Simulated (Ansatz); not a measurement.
Runs of Ansatz 0.2.0 on TaN. The structure is tetragonal, space group P4_2/mmc (No. 131). The conventional cell has a = 3.663 Å, b = 3.663 Å, c = 4.560 Å, α = 90.00°, β = 90.00°, γ = 90.00°. Ta (site symmetry mmm) is surrounded by 4 N at 2.16 Å. N (site symmetry -4m2) is surrounded by 4 Ta at 2.16 Å and 2 N at 2.28 Å. The cell comes from a database or a generator and needn't be the stable form of this composition.

| potentials or basis | cutoff (eV) | gap on the mesh (eV) | pressure (GPa) |
| --- | --- | --- | --- |
| PseudoDojo standard (PBE files) | 1143 | none | -19.9 |
| JTH PAW | 1320 | none | -19.7 |
| Ansatz NC | 1240 | none | (a) |
| Ansatz PAW earlier set | 870 | none | -19.6 |
| Ansatz PAW earlier set | 900 | none | -19.6 |
| PseudoDojo stringent (PBE files) | 1796 | none | -19.9 |
| SPMS NC | 1034 | none | -19.8 |

Alike in all rows: task single point; level PBE; no spin polarisation; cell as given; k mesh 7 × 7 × 6; smearing fermi-dirac 0.05 eV.

Fill in the values left out.

(a) -19.5.

A k mesh can miss the band edges, and the runs leave out spin-orbit coupling on Ta.

A gap of «none» marks a metal or a gap under the smearing width.

Not every run made on this cell is shown here.
